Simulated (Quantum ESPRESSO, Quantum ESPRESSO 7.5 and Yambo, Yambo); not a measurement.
# Beyond one shot: BeTe (F-43m)

How far does self-consistency move the gap of BeTe (F-43m)?

Main program and level: Quantum ESPRESSO 7.5 and Yambo 5.3.0; PBE and many-body steps on it, plane waves.

The database entry behind the starting cell differs from later determinations by our own check (an axis about 1.5 % short against later determinations), so it need not match the best structure at ambient conditions.

### Step 1. Starting point

The structure is cubic, space group F-43m (No. 216). The conventional cell has a = 5.540 Å, b = 5.540 Å, c = 5.540 Å, α = 90.00°, β = 90.00°, γ = 90.00°. Nearest to Be lie 4 Te at 2.40 Å. Nearest to Te lie 4 Be at 2.40 Å. Farther neighbours and most contacts between anions are not listed.

The cell and positions come from the Crystallography Open Database and are kept as given unless a step says otherwise. Spin-orbit coupling is left out unless a step names it.

### Step 2. Empty states on the mesh, 4×4×4 mesh, 110 bands

This step: Quantum ESPRESSO 7.5; DFT, PBE, plane waves, norm-conserving pseudopotentials.

The sums over transitions need many empty states on a uniform mesh; this step solves for them.

Input file pw.in:

```
&control
  calculation = 'nscf'
  prefix = 'x'
  outdir = 'o'
  pseudo_dir = 'pseudo'
/
&system
  ibrav = 0
  nat = 2
  ntyp = 2
  ecutwfc = 88.0
  nbnd = 110
  force_symmorphic = .true.
/
&electrons
  conv_thr = 1e-9
  electron_maxstep = 80
  diago_full_acc = .true.
  diago_thr_init = 5e-6
/
ATOMIC_SPECIES
  Be 9.012 Be.upf
  Te 127.6 Te.upf
CELL_PARAMETERS angstrom
  0.0000000000 2.7700000000 2.7700000000
  2.7700000000 0.0000000000 2.7700000000
  2.7700000000 2.7700000000 -0.0000000000
ATOMIC_POSITIONS crystal
  Be 0.0000000000 0.0000000000 0.0000000000
  Te 0.2500000000 0.2500000000 0.2500000000
K_POINTS automatic
  4 4 4 0 0 0
```

Started as:

```sh
$ OMP_NUM_THREADS=1 mpirun -n 4 pw.x -nk 4 -in pw.in > pw.out
```

The program printed:

```text
Program PWSCF v.7.5 starts

     This program is part of the open-source Quantum ESPRESSO suite
     for quantum simulation of materials; please cite
         "P. Giannozzi et al., J. Phys.:Condens. Matter 21 395502 (2009);
         "P. Giannozzi et al., J. Phys.:Condens. Matter 29 465901 (2017);
         "P. Giannozzi et al., J. Chem. Phys. 152 154105 (2020);
     in publications or presentations arising from this work. More details at

     Atomic positions and unit cell read from directory:
     o/x.save/

     Message from routine setup:
[...]
k =-0.3536-0.3536 0.3536 (  3996 PWs)   bands (ev):

[...]
80.7312  83.7536  85.1008  85.1008  85.9178  85.9178  86.1767  87.4607
    87.4607  91.7289  92.1098  92.5388  92.5388  93.7272  93.7272  93.7667
    95.0798  95.9376  97.8260  97.9467  98.8353  98.8353

          k = 0.3536 0.0000 0.0000 (  4016 PWs)   bands (ev):

     [... further k-points ...]

     highest occupied, lowest unoccupied level (ev):     9.4262   11.2895

     XML data file, pseudopotentials, collected wavefunctions

=------------------------------------------------------------------------------=
   JOB DONE.
=------------------------------------------------------------------------------=
```

It took 8.6 s on 4 MPI ranks of Arm Neoverse V1, shared host; peak memory 0.35 GiB.

Numbers from this step:

* gap: 1.863 eV
* k of the valence top: 0, 0, 0
* k of the conduction bottom: 0, -0.5, -0.5
* least direct gap: 3.591 eV
* k points computed: 8
* lowest point of the top converged band, above the valence top: 87.1164 eV

On this mesh the gap is 1.863 eV.

The density comes from a self-consistent run that is not shown.

### Step 3. Conversion and set-up

This step: Yambo 5.3.0; conversion and set-up on PBE, plane waves, norm-conserving pseudopotentials.

The states are converted to the many-body program's format and the q mesh is built.

Started as:

```sh
$ (cd o/x.save; p2y > p2y.log; mv SAVE ../..); yambo > setup.log
```

The program printed:

```text
 Yambo, version 5.3.0

 [02] CORE Variables Setup
 =========================

  [02.01] Unit cells
  ==================

  Cell kind             :  FCC
  Atoms in the cell     :  Be  Te
  number of Be atoms    :  1
  number of Te atoms    :  1

  List of atomic masses
  Mass of Be    :  9.012000
  Mass of Te    :  127.6000

  List of atomic coordinates    : [cc]
  Be1       :  0.000000  0.000000  0.000000  order 1
  Te1       :  2.617271  2.617271  2.617271  order 2

  Alat factors          :  5.234541  5.234541  5.234541 [a.u.]
  Direct lattice volume :  286.8573 [a.u.]
[...]
==========================================

 IBZ Q-points                                      :   8
 BZ  Q-points                                      :   64

 K/Q-points units:
 rlu = crystal or reduced units; cc = cartesian coordinates; iku = interal k-units

 Q [1]          [rlu]:  0.000000  0.000000  0.000000
 Q [2]          [rlu]: -0.61447E-17 -0.61447E-17  0.25000
 Q [3]          [rlu]:  0.12289E-16  0.12289E-16 -0.50000
[...]
Q [7]          [rlu]: -0.44291E-16 -0.50000     -0.50000
 Q [8]          [rlu]:  0.250000 -0.500000 -0.250000

  [03.01] X indexes
  =================

   [03.01.01] Sigma indexes
   ========================

 [06] Game Over & Game summary
```

The job ended after 2.6 s (1 MPI rank; peak memory 0.25 GiB).

### Step 4. G0W0

Now the one-shot GW correction: screening in the RPA, then the self-energy of the levels asked for.

This step: G0W0 on PBE, plane waves, norm-conserving pseudopotentials.

Input file gw1.in:

```
HF_and_locXC
gw0
dyson
ppa
em1d
rim_cut
RandQpts= 1000000
RandGvec= 1 RL
EXXRLvcs= 88 Ry
VXCRLvcs= 352 Ry
Chimod= "HARTREE"
% BndsRnXp
 1 | 110 |
%
NGsBlkXp= 14.5 Ry
% LongDrXp
 1 | 1 | 1 |
%
% GbndRnge
 1 | 110 |
%
DysSolver= "n"
ExtendOut
PPAPntXp= 27.21138 eV
% QPkrange
 1 | 8 | 11 | 18 |
%
```

Started as:

```sh
$ OMP_NUM_THREADS=1 mpirun -n 4 yambo -F gw1.in -J gw1 -C gw1 > gw1.log
```

The program printed:

```text
 Yambo, version 5.3.0

 [02] CORE Variables Setup
 =========================

  [... cell, symmetries and grids as in the set-up ...]

  [02.05] Energies & Occupations
  ==============================

  [X] === General ===
  [X] Electronic Temperature                        :  0.000000  0.000000 [eV K]
  [X] Bosonic    Temperature                        :  0.000000  0.000000 [eV K]
  [X] Finite Temperature mode                       : no
  [X] El. density                                   :  0.65870E+24 [cm-3]
  [X] Fermi Level                                   :  9.426233 [eV]

  [X] === Gaps and Widths ===
  [X] Conduction Band Min                           :  1.863269 [eV]
  [X] Valence Band Max                              :  0.000000 [eV]
  [X] Filled Bands                                  :  14
  [X] Empty Bands                                   :   15  110
  [X] Direct Gap                                    :  3.590531 [eV]
  [X] Direct Gap localized at k                     :  1
  [X] Indirect Gap                                  :  1.863269 [eV]
  [X] Indirect Gap between kpts                     :   1   7
  [X] Last valence band width                       :  3.442439 [eV]
  [X] 1st conduction band width                     :  3.467501 [eV]

 [03] Transferred momenta grid and indexing
 ==========================================

 IBZ Q-points                                      :   8
 BZ  Q-points                                      :   64

 K/Q-points units:
 rlu = crystal or reduced units; cc = cartesian coordinates; iku = interal k-units

 Q [1]          [rlu]:  0.000000  0.000000  0.000000
 Q [2]          [rlu]: -0.61447E-17 -0.61447E-17  0.25000
 Q [3]          [rlu]:  0.12289E-16  0.12289E-16 -0.50000
 Q [4]          [rlu]:  0.22146E-16  0.25000      0.25000
 Q [5]          [rlu]: -0.24636E-16  0.25000      0.50000
 Q [6]          [rlu]:  0.12289E-16  0.25000     -0.25000
 Q [7]          [rlu]: -0.44291E-16 -0.50000     -0.50000
 Q [8]          [rlu]:  0.250000 -0.500000 -0.250000

 [04] Coloumb potential Random Integration (RIM)
 ===============================================

  [04.01] RIM initialization
  ==========================

  * Diagonal components only detected *

  8 x (sBL volume)        :  0.108090 [a.u.]
  sBZ random points       :  1000000
  Points outside the sBZ  :   7987327
  RL volume               :  0.864716 [a.u.]
  Integrated volume       :  0.866088 [a.u.]

  [04.02] RIM integrals
  =====================

  Gamma point sphere radius             :  0.086406 [a.u.]
  Points outside the sphere             :   799513
  [Int_sBZ(q=0) 1/q^2]*(Vol_sBZ)^(-1/3) =:  7.764325
                                 should be <:  7.795600

  Summary of Coulomb integrals for non-metallic bands |Q|[au] RIM/Bare

  Q [1] 0.100000E-4 0.995988 * Q [2] 0.259879 1.065884
  Q [4] 0.300083 1.064810 * Q [6] 0.424381 1.027704
  Q [5] 0.497631 1.020409 * Q [3] 0.519759 1.018308
  Q [7] 0.600166 1.014905 * Q [8] 0.671006 1.011860

 [05] Dipoles
 ============

  [05.01] Setup: observables and procedures
  =========================================

 [06] Dynamic Dielectric Matrix (PPA)
 ====================================

 [WR./gw1//ndb.pp]---------------------------------------------------------------
  Brillouin Zone Q/K grids (IBZ/BZ)                :    8   64    8   64
  RL vectors                                       :   4909 [WF]
  Coulomb cutoff potential                         : none
  Electronic Temperature                           :  0.000000 [K]
  Bosonic    Temperature                           :  0.000000 [K]
  PPA    diel. fun.  energies                      : Perdew, Burke & Ernzerhof(X)+Perdew, Burke & Ernzerhof(C)
  wavefunctions                                    : Perdew, Burke & Ernzerhof(X)+Perdew, Burke & Ernzerhof(C)
  Global Gauge                                     : length
  X matrix size                                    :  283
  X band range                                     :    1  110
  X e/h energy range                               : -1.000000 -1.000000 [eV]
  X Time ordering                                  : R
  X Hxc Kernel                                     : HARTREE
  X Drude frequency                                :  0.000000  0.000000
  X poles                                          :  100.0000 [o/o]
  RL vectors in the sum                            :   4909
  [r,Vnl] included                                 : yes
  Field direction                                  :  0.577350E-5  0.577350E-5  0.577350E-5
  BZ energy Double Grid                            : no
  BZ energy DbGd points                            : 0
  BZ Q point size factor                           : -1.000000
  X Optical Averaged directions                    : none

 [07] Local Exchange-Correlation + Non-Local Fock
 ================================================

 [VXC] Plane waves :   31951
 [EXS] Plane waves :   4111

 QP @ state[ 1 ] K range:   1   8
 QP @ state[ 1 ] b range:  11  18

 [xc] Functional : Perdew, Burke & Ernzerhof(X)+Perdew, Burke & Ernzerhof(C)
 [xc] LIBXC used to calculate xc functional
  PP Number of Atomic Species                      :  2
  NLCC RL compoments                               :   31951
  PP Number of Atomic Species                      :  2
  NLCC RL compoments                               :   31951

 [xc] E_xc :  -22.89162 [Ha]
      E_xc :  -45.78324 [Ry]

  Local XC kind (lXC) : Perdew, Burke & Ernzerhof(X)+Perdew, Burke & Ernzerhof(C)
  Non-Local XC kind (nlXC) : Hartree-Fock

  Corrections @ K [1] :  [eV]
 <11|nlXC|11> = -20.24334 -0.21888E-16 <11|lXC|11> = -13.29377  0.18879E-15
 <12|nlXC|12> = -15.26188 -0.99918E-17 <12|lXC|12> = -13.56043  0.47204E-16
 <13|nlXC|13> = -15.26174 -0.53852E-18 <13|lXC|13> = -13.56043  0.47210E-16
 <14|nlXC|14> = -15.26191 -0.53494E-17 <14|lXC|14> = -13.56043  0.94408E-16
 <15|nlXC|15> = -6.180720  0.51794E-18 <15|lXC|15> = -10.71163  0.18882E-15
 <16|nlXC|16> = -6.180708  0.42655E-17 <16|lXC|16> = -10.71163  0.18882E-15
[...]
Corrections @ K [2] :  [eV]
[...]
Corrections @ K [3] :  [eV]
[...]
Corrections @ K [4] :  [eV]
[...]
Corrections @ K [5] :  [eV]
[...]
[... 2 further k-points ...]
  Corrections @ K [8] :  [eV]
[...]
<16|nlXC|16> = -5.012260 -0.23149E-17 <16|lXC|16> = -9.878778 -0.23583E-16
 <17|nlXC|17> = -5.306240  0.28701E-17 <17|lXC|17> = -10.81277 -0.47200E-16
 <18|nlXC|18> = -6.667919  0.24237E-17 <18|lXC|18> = -12.02850  0.14163E-15

  [07.01] Hartree-Fock occupations report
  =======================================

  [Hartree-Fock] === General ===
  [Hartree-Fock] Electronic Temperature             :  0.000000  0.000000 [eV K]
  [Hartree-Fock] Bosonic    Temperature             :  0.000000  0.000000 [eV K]
  [Hartree-Fock] Finite Temperature mode            : no
  [Hartree-Fock] El. density                        :  0.65870E+24 [cm-3]
  [Hartree-Fock] Fermi Level                        :  9.426233 [eV]

  [Hartree-Fock] === Gaps and Widths ===
  [Hartree-Fock] Conduction Band Min                :  5.731878 [eV]
  [Hartree-Fock] Valence Band Max                   : -1.701480 [eV]
  [Hartree-Fock] Filled Bands                       :  14
  [Hartree-Fock] Empty Bands                        :   15  110
  [Hartree-Fock] Direct Gap                         :  9.822925 [eV]
  [Hartree-Fock] Direct Gap localized at k          :  1
  [Hartree-Fock] Indirect Gap                       :  7.433358 [eV]
  [Hartree-Fock] Indirect Gap between kpts          :   1   7
  [Hartree-Fock] Last valence band width            :  4.566995 [eV]
  [Hartree-Fock] 1st conduction band width          :  3.954765 [eV]

 [08] Dyson equation: Newton solver
 ==================================

  [08.01] G0W0 (W PPA)
  ====================

  [  GW  ] Bands range     :    1  110
  [GW/PPA] G damping       :  0.100000 [eV]

  QP @ state[ 1 ] K range:   1   8
  QP @ state[ 1 ] b range:  11  18

   Sc/G bands                                       :    1  110
   Sc/G damping                                     :  0.100000 ev
   Sc bands terminator                              : no
   Sx RL components                                 :   4111

   QP @ state[ 1 ] K range                          :   1   8
   QP @ state[ 1 ] b range                          :  11  18
   GF energies kind                                 : Perdew, Burke & Ernzerhof(X)+Perdew, Burke & Ernzerhof(C)
   GF WF`s kind                                     : Perdew, Burke & Ernzerhof(X)+Perdew, Burke & Ernzerhof(C)
   Xs energies kind                                 : Perdew, Burke & Ernzerhof(X)+Perdew, Burke & Ernzerhof(C)
   Xs WF`s kind                                     : Perdew, Burke & Ernzerhof(X)+Perdew, Burke & Ernzerhof(C)

 [11] Game Over & Game summary
```

It took 7.2 min on 4 MPI ranks; peak memory 1.8 GiB; 29 min of CPU time.

This step gave:

```yaml
g0w0_gap_on_the_mesh: 2.624 eV
starting_gap_on_the_mesh: 1.863 eV
k_of_the_valence_top: 0, 0, 0
k_of_the_conduction_bottom: 0, -0.5, -0.5
least_direct_g0w0_gap_on_the_computed_points: 4.613 eV
z_at_the_valence_top: 0.8087
z_at_the_conduction_bottom: 0.8200
```

The gap on the mesh goes from 1.86 eV to 2.62 eV, a correction of +0.76 eV.

### Step 5. evGW0, cycle 1

This step: evGW0 on PBE, plane waves, norm-conserving pseudopotentials.

gw2.in, as its differences from gw1.in of step 4:

```diff
@@ -27 +27,2 @@
 %
+GfnQPdb= "E < ./gw1/ndb.QP"
```

Started as:

```sh
$ OMP_NUM_THREADS=1 mpirun -n 4 yambo -F gw2.in -J gw2,gw1_W -C gw2 > gw2.log
```

The program printed:

```text
 Yambo, version 5.3.0

 [02] CORE Variables Setup
 =========================

  [... cell, symmetries and grids as in the set-up ...]

  [02.05] Energies & Occupations
  ==============================

  [X] === General ===
  [X] Electronic Temperature                        :  0.000000  0.000000 [eV K]
  [X] Bosonic    Temperature                        :  0.000000  0.000000 [eV K]
  [X] Finite Temperature mode                       : no
  [X] El. density                                   :  0.65870E+24 [cm-3]
  [X] Fermi Level                                   :  9.426233 [eV]

  [X] === Gaps and Widths ===
  [X] Conduction Band Min                           :  1.863269 [eV]
  [X] Valence Band Max                              :  0.000000 [eV]
  [X] Filled Bands                                  :  14
  [X] Empty Bands                                   :   15  110
  [X] Direct Gap                                    :  3.590531 [eV]
  [X] Direct Gap localized at k                     :  1
  [X] Indirect Gap                                  :  1.863269 [eV]
  [X] Indirect Gap between kpts                     :   1   7
  [X] Last valence band width                       :  3.442439 [eV]
  [X] 1st conduction band width                     :  3.467501 [eV]

 [03] Transferred momenta grid and indexing
 ==========================================

 IBZ Q-points                                      :   8
 BZ  Q-points                                      :   64

 K/Q-points units:
 rlu = crystal or reduced units; cc = cartesian coordinates; iku = interal k-units

 Q [1]          [rlu]:  0.000000  0.000000  0.000000
 Q [2]          [rlu]: -0.61447E-17 -0.61447E-17  0.25000
 Q [3]          [rlu]:  0.12289E-16  0.12289E-16 -0.50000
[...]
[G+QP] Indirect Gap                               :  2.624217 [eV]
  [G+QP] Indirect Gap between kpts                  :   1   7
  [G+QP] Last valence band width                    :  3.658574 [eV]
  [G+QP] 1st conduction band width                  :  3.527102 [eV]

  [coarse-grid] Minimum Bare Gap        [ev]:  1.863269
  [coarse-grid] Minimum Gap Correction  [ev]:  0.760947

  Eqp @ K [1]
  -156.6866 -107.5087 -107.5087 -107.5087  -98.8374  -35.9543  -35.9543  -35.9543
   -35.9396     -35.9396     -12.4034    -0.238253E-5 -0.202580E-4   0.00000      4.61284      4.61284
    4.61291   5.35394   9.54551  11.81019  11.81019  12.60422  12.60422  12.60422
[...]
Eqp @ K [2]
[...]
Eqp @ K [3]
[...]
Eqp @ K [4]
[...]
Eqp @ K [5]
[...]
[... 2 further k-points ...]
  Eqp @ K [8]
[...]
6.79480   7.55805  12.57134  13.43014  14.59969  15.56057  18.52311  18.98911
   19.26531  19.70845  21.09390  22.73429  24.51532  24.55251  25.82169  26.26755

 [07] Dipoles
 ============

  [07.01] Setup: observables and procedures
  =========================================

 [08] Dynamic Dielectric Matrix (PPA)
 ====================================

   Sc/G bands                                       :    1  110
   Sc/G damping                                     :  0.100000 ev
   Sc bands terminator                              : no
   Sx RL components                                 :   4111

   QP @ state[ 1 ] K range                          :   1   8
   QP @ state[ 1 ] b range                          :  11  18
   GF energies kind                                 : Perdew, Burke & Ernzerhof(X)+Perdew, Burke & Ernzerhof(C)+ E < ./gw1/ndb.QP + @E Fit
   GF WF`s kind                                     : Perdew, Burke & Ernzerhof(X)+Perdew, Burke & Ernzerhof(C)
   Xs energies kind                                 : Perdew, Burke & Ernzerhof(X)+Perdew, Burke & Ernzerhof(C)
   Xs WF`s kind                                     : Perdew, Burke & Ernzerhof(X)+Perdew, Burke & Ernzerhof(C)

 [13] Game Over & Game summary
```

It took 6.2 min on 4 MPI ranks; peak memory 1.7 GiB; 25 min of CPU time.

This step gave:

```
quasiparticle gap on the mesh                         : 2.704 eV
gap of the density functional on the mesh             : 1.863 eV
k of the valence top                                  : 0, 0, 0
k of the conduction bottom                            : 0, -0.5, -0.5
least direct quasiparticle gap on the computed points : 4.731 eV
Z at the valence top                                  : 0.8126
Z at the conduction bottom                            : 0.8301
```

Against G0W0 in Yambo (4×4×4 mesh, 110 bands, screening to 197.3 eV, Godby-Needs plasmon pole), the gap moves by +0.080 eV.

The program's own table gives 2.834 eV, which is too large where the input levels are shifted: this version takes Σc at the unshifted level E₀, yet steps from the shifted one. The value above is the Newton step from E₀, E₀ + Z(Σc + Σx − Vxc), rebuilt from the printed columns.

### Step 6. evGW0, cycle 2

The corrected levels of the last cycle go back in.

gw3.in, as its differences from gw2.in of step 5:

```diff
@@ -27,2 +27,2 @@
 %
-GfnQPdb= "E < ./gw1/ndb.QP"
+GfnQPdb= "E < ./gw2_fix/ndb.QP"
```

Started as:

```sh
$ OMP_NUM_THREADS=1 mpirun -n 4 yambo -F gw3.in -J gw3,gw1_W -C gw3 > gw3.log
```

The program printed:

```text
 Yambo, version 5.3.0

 [02] CORE Variables Setup
 =========================

  [... cell, symmetries and grids as in the set-up ...]

  [02.05] Energies & Occupations
  ==============================

  [X] === General ===
  [X] Electronic Temperature                        :  0.000000  0.000000 [eV K]
  [X] Bosonic    Temperature                        :  0.000000  0.000000 [eV K]
  [X] Finite Temperature mode                       : no
  [X] El. density                                   :  0.65870E+24 [cm-3]
[...]
Sx RL components                                 :   4111

   QP @ state[ 1 ] K range                          :   1   8
   QP @ state[ 1 ] b range                          :  11  18
   GF energies kind                                 : Perdew, Burke & Ernzerhof(X)+Perdew, Burke & Ernzerhof(C)+ E < ./gw1/ndb.QP + @E Fit+ E < ./gw2_fix/
   GF WF`s kind                                     : Perdew, Burke & Ernzerhof(X)+Perdew, Burke & Ernzerhof(C)
   Xs energies kind                                 : Perdew, Burke & Ernzerhof(X)+Perdew, Burke & Ernzerhof(C)
   Xs WF`s kind                                     : Perdew, Burke & Ernzerhof(X)+Perdew, Burke & Ernzerhof(C)

 [13] Game Over & Game summary
```

Elapsed: 6.1 min, on 4 MPI ranks; peak memory 1.7 GiB; 25 min of CPU time.

Numbers from this step:

```yaml
quasiparticle_gap_on_the_mesh: 2.713 eV
gap_of_the_density_functional_on_the_mesh: 1.863 eV
k_of_the_valence_top: 0, 0, 0
k_of_the_conduction_bottom: 0, -0.5, -0.5
least_direct_quasiparticle_gap_on_the_computed_points: 4.747 eV
```

Against the cycle before, the gap moves by +0.009 eV.

The program's own table gives 2.855 eV, which is too large where the input levels are shifted: this version takes Σc at the unshifted level E₀, yet steps from the shifted one. The value above is the Newton step from E₀, E₀ + Z(Σc + Σx − Vxc), rebuilt from the printed columns.

[end of part 1 of 2]

[Paths, hosts, dates, memory and timing lines, banners, echoed tables and standing remarks are left out of the program output.]

[Logs are printed without paths, hosts, clocks, repeated set-up lines and the standing remarks that a program may print on its own settings, such as how far it seeks lower states.]

[Runs of the session that timed out or met a known fault of the program may be left out.]

[Hosts, paths, dates, database ids (printed as entryN), source tags and the programs' standing remarks are cut or masked in the printed files.]
